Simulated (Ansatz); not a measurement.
Input of an Ansatz 0.2.0 run:

input.yaml

```yaml
crystal:
  lattice:
    - [-3.248897, 3.41447, 3.414021]
    - [3.248897, -3.41447, 3.414021]
    - [3.248897, 3.41447, -3.414021]
  atoms:
    - { symbol: Sn, position: [0.5, 0.0, 0.0] }
    - { symbol: Sn, position: [0.5, 0.5, 0.5] }
    - { symbol: Sn, position: [0.003599, 0.753599, 0.25] }
    - { symbol: Sn, position: [0.996401, 0.246401, 0.75] }
    - { symbol: O, position: [0.806496, 0.803774, 0.497278] }
    - { symbol: O, position: [0.806496, 0.309218, 0.002722] }
    - { symbol: O, position: [0.302435, 0.24594, 0.056495] }
    - { symbol: O, position: [0.689445, 0.24594, 0.443505] }
    - { symbol: O, position: [0.310555, 0.75406, 0.556495] }
    - { symbol: O, position: [0.193504, 0.690782, 0.997278] }
    - { symbol: O, position: [0.697565, 0.75406, 0.943505] }
    - { symbol: O, position: [0.193504, 0.196226, 0.502722] }
hamiltonian:
  xc: lda
  pseudopotentials: { kind: paw }
kpoints:
  mp_grid: { grid: [5, 5, 5] }
scf:
  occupations: { method: fermi_dirac, width: 0.05 }
output:
  forces: true
  stress: true
  eigenvalues: true
relax:
  f_tol: 0.01
  max_steps: 40
  cell: { stress_tol: 0.05, p_target: 20.0 }
```

Potentials or basis: Ansatz PAW.

Command:

```bash
$ ansatz run input.yaml --threads 4 --pin off --max-ram 11264MiB --backend cpu --events-out ev --progress --plain --runs-dir out
```

Task: What does it give for the band gap on the k mesh?

Result: 2.09 eV.

Task: What does it give for the relaxed cell?

Result: a = 5.547 Å, b = 5.547 Å, c = 5.547 Å, α = 110.97°, β = 108.73°, γ = 108.73°.

Final structure:
```
CELL_PARAMETERS angstrom
-3.14316 3.23208 3.23208
3.14316 -3.23208 3.23208
3.14316 3.23208 -3.23208
ATOMIC_POSITIONS crystal
Sn 0.50000 0.00000 0.00000
Sn 0.50000 0.50000 0.50000
Sn 0.00001 0.75001 0.25000
Sn 0.99999 0.24999 0.75000
O 0.80534 0.80532 0.49998
O 0.80534 0.30536 0.00002
O 0.30531 0.24997 0.05534
O 0.69463 0.24997 0.44466
O 0.30537 0.75003 0.55534
O 0.19466 0.69464 0.99998
O 0.69469 0.75003 0.94466
O 0.19466 0.19468 0.50002
```

Caveat: odd divisions of the mesh miss points on the zone boundary, where band edges often lie, so the gap on the mesh can be too wide; the plane-wave basis is chosen anew once the cell has moved, so the energies of steps on either side of that aren't comparable; spin-orbit coupling is left out, which moves the levels of the heavy elements. Expect the measured gap to be larger: semilocal functionals such as LDA lack the derivative discontinuity.
